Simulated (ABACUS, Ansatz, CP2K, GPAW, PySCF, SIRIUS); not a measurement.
# CdTe: equilibrium volume by level of theory

**What was measured.** The equilibrium volume of CdTe (F-43m) is reported as 34.02 Å³/atom at 300 K (a printed reference work). The runs below try to reproduce it.

The structure is cubic, space group F-43m (No. 216). Conventional cell: a = 6.410 Å, b = 6.410 Å, c = 6.410 Å, α = 90.00°, β = 90.00°, γ = 90.00°. Te (site symmetry -43m) has 4 Cd at 2.78 Å as nearest neighbours. Cd (site symmetry -43m) is surrounded by 4 Te at 2.78 Å.

| rung | level | program and potentials | cutoff (eV) | k mesh | smearing | task | core time | chip | equilibrium volume (Å³/atom) | miss | notes |
| --- | --- | --- | --- | --- | --- | --- | --- | --- | --- | --- | --- |
| GGA | PBE | Ansatz, all-electron LAPW, scalar-relativistic | - | 7 × 7 × 7 | fermi-dirac 0.05 | relaxation of cell and atoms | 54 s | Arm Neoverse V1 | 36.22 | +6.5 % | - |
| GGA + dispersion | PBE+D4 | CP2K, POTENTIAL_UZH Te GTH-PBE-q6, Cd GTH-PBE-q12; DZVP-MOLOPT-PBE-GTH basis | - | 6 × 6 × 6 | fermi-dirac 0.05 | relaxation of cell and atoms | 71 s | Arm Neoverse V1 | 34.87 | +2.5 % | atomic basis |
| GGA + dispersion | PBE+D3(zero damping) | CP2K, POTENTIAL_UZH Te GTH-PBE-q6, Cd GTH-PBE-q12; DZVP-MOLOPT-PBE-GTH basis | - | 6 × 6 × 6 | fermi-dirac 0.05 | relaxation of cell and atoms | 73 s | Arm Neoverse V1 | 35.04 | +3.0 % | atomic basis |
| non-local van der Waals functional | vdW-DF-cx | GPAW, GPAW PAW data sets (gpaw-data 1.2.1) | 600 | 6 × 6 × 6 | fermi-dirac 0.05 | equation of state | 2.1 min | Intel Xeon Platinum 8375C Ice Lake | 34.66 | +1.9 % | potentials made for PBE |
| GGA | PBEsol | SIRIUS, PseudoDojo 0.4.1 PBEsol standard (scalar relativistic) | 1388 | 7 × 7 × 7 | fermi-dirac 0.05 | equation of state | 8 min | Intel Xeon 6975P-C Granite Rapids | 34.23 | +0.6 % | - |
| GGA | PBEsol | ABACUS, PseudoDojo NC SR 0.4.1 PBEsol standard, plane waves | 1401 | 7 × 7 × 7 | fermi-dirac 0.05 | equation of state | 15 min | Intel Xeon Platinum 8259CL Skylake/Cascade Lake | 34.23 | +0.6 % | - |
| LDA | LDA | PySCF, DZVP-MOLOPT-SR/GTH-PBE (potentials made for PBE) | - | 4 × 4 × 4 | fermi-dirac 0.05 | equation of state | 2.4 h | Intel Xeon Skylake/Cascade Lake | 34.66 | +1.9 % | coarse mesh; atomic basis; potentials made for PBE |

Times are single runs on shared hosts and different chips, so they are rough; meshes, cutoffs and the tasks' sizes weigh on the time. All rows: no spin polarisation. Smearing widths are in eV. Meshes differ between rows, which moves values too. Meshes are those of the run's cell of 2 atoms unless a note names another. Relaxations start from the cell shown or near it and stop with a little pressure left. The cell shown, of 32.92 Å³ an atom, is the runs' start and not the measured value. Misses use the values as printed. Runs on faulty files, with rough fits or with known faults for this quantity aren't shown. No row holds spin-orbit coupling.

By rung: GGA 34.23 to 36.22; non-local van der Waals functional 34.66; LDA on coarse meshes 34.66; GGA + dispersion in atomic bases 34.87 to 35.04 (Å³/atom). Measured: 34.02 Å³/atom at 300 K (a printed reference work). Closest, coarse meshes and atomic bases left aside, is PBEsol with SIRIUS, PseudoDojo 0.4.1 PBEsol standard (scalar relativistic) (+0.6 %), and PBE misses by +6.5 % on plain settings. The runs are for a static lattice, while measurements hold temperature and zero-point motion.
